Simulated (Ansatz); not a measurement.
# Si: the cost of one run

Method: DFT PBE, scalar-relativistic, plane waves, PAW, in Ansatz 0.2.0.

## (1) The system as given

The structure is orthorhombic, space group Cccm (No. 66). The conventional cell has a = 4.385 Å, b = 7.542 Å, c = 6.169 Å, α = 90.00°, β = 90.00°, γ = 90.00°. Si (site symmetry 222) is surrounded by 4 Si at 2.19 Å. Around Si (site symmetry m) lie 4 Si at 2.19 to 2.36 Å.

As a file:

```cif
data_structure
_symmetry_space_group_name_H-M 'P 1'
_symmetry_Int_Tables_number 1
_cell_length_a 4.3621
_cell_length_b 4.3621
_cell_length_c 6.1694
_cell_angle_alpha 90.000
_cell_angle_beta 90.000
_cell_angle_gamma 119.645
_cell_volume 102.03
loop_
_atom_site_label
_atom_site_type_symbol
_atom_site_fract_x
_atom_site_fract_y
_atom_site_fract_z
_atom_site_occupancy
Si1 Si 0.50000 0.50000 0.25000 1
Si2 Si 0.50000 0.50000 0.75000 1
Si3 Si 0.30325 0.09165 0.00000 1
Si4 Si 0.69675 0.90835 0.00000 1
Si5 Si 0.09165 0.30325 0.50000 1
Si6 Si 0.90835 0.69675 0.50000 1
```

Recipe of the guess: 4-connected net of one element (Cccm, No. 66). Lengths come from tabulated atomic sizes and are only a guess.

## (2) The guess as it stands, on a coarse mesh

Contents of input.yaml:

```yaml
crystal:
  lattice:
    - [2.19274416, -3.77092163, 0.0]
    - [2.19274416, 3.77092163, 0.0]
    - [0.0, 0.0, 6.16944973]
  atoms:
    - { symbol: Si, position: [0.5, 0.5, 0.25] }
    - { symbol: Si, position: [0.5, 0.5, 0.75] }
    - { symbol: Si, position: [0.30325277, 0.09165407, 0.0] }
    - { symbol: Si, position: [0.69674723, 0.90834593, 0.0] }
    - { symbol: Si, position: [0.09165407, 0.30325277, 0.5] }
    - { symbol: Si, position: [0.90834593, 0.69674723, 0.5] }
basis:
  ecutwfc: 420
kpoints:
  mp_grid: { grid: [4, 4, 4] }
hamiltonian:
  xc: pbe
scf:
  occupations: { method: gaussian, width: 0.1 }
  lower_state_search: "off"
output:
  forces: true
  stress: true
  eigenvalues: true
```

Started as:

```bash
ansatz run input.yaml --threads 1 --pin off --max-ram 2560MiB --backend cpu --events-out ev --progress --plain --runs-dir out
```

**Question.** How long does this run take on 1 thread of Arm Neoverse V1, shared host, and how much memory does it need?

About 2.7 s, with a peak of 0.32 GiB.
